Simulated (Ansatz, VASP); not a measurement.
KCl: VASP beside Ansatz

Contents of INCAR:

```
ALGO = Normal ; EDIFF = 1E-7
ENCUT = 520 ; GGA = PE
ISIF = 2 ; ISMEAR = -1
LASPH = T ; LCHARG = T
LELF = T ; LREAL = F
LVHAR = T ; LWAVE = F
NBANDS = 15 ; NELM = 80
PREC = Accurate ; SIGMA = 0.02
```

Contents of KPOINTS:

```
k-points
0
Gamma
  8 8 8
```

Contents of POSCAR:

```
KCl
1.0
    0.0000000000      3.1605725637      3.1605725637
    3.1605725637      0.0000000000      3.1605725637
    3.1605725637      3.1605725637      0.0000000000
K Cl
1 1
Direct
    0.0000000000      0.0000000000      0.0000000000
    0.5000000000      0.5000000000      0.5000000000
```

Input for Ansatz:

```yaml
crystal:
  lattice:
    - [0.0, 3.1605725637, 3.1605725637]
    - [3.1605725637, 0.0, 3.1605725637]
    - [3.1605725637, 3.1605725637, 0.0]
  atoms:
    - { symbol: K, position: [0.0, 0.0, 0.0] }
    - { symbol: Cl, position: [0.5, 0.5, 0.5] }
kpoints:
  mp_grid: { grid: [8, 8, 8] }
  band_path:
    path:
      - [0.0, 0.0, 0.0]
      - [0.5, 0.0, 0.5]
      - [0.625, 0.25, 0.625]
      - [0.375, 0.375, 0.75]
      - [0.5, 0.5, 0.5]
      - [0.5, 0.25, 0.75]
    npoints: 1
hamiltonian:
  xc: pbe
scf:
  occupations: { method: fermi_dirac, width: 0.02 }
  n_extra_bands: 4
output:
  forces: true
  stress: true
  eigenvalues: true
```

Change from the starting cell: hydrostatic strain +0.5%.

Alike in both runs: task single point; functional PBE; k mesh 8 × 8 × 8; occupations fermi-dirac, width 0.02 eV; no spin polarisation.

```csv
,VASP,Ansatz
version,VASP 6.6.1,Ansatz 0.2.0
potentials or method,"VASP PAW PBE potentials, release 64 (K_sv, Cl)","plane waves, PAW"
plane-wave cutoff (eV),520,420
valence electrons in the cell,16,16
```

```tsv
	VASP	Ansatz	Ansatz less VASP
gap on the k mesh at the Fermi level (eV)	5.14	5.14	+0.002
pressure (GPa)	0.5	0.5	-0.02
```

A k mesh can miss the band edges.
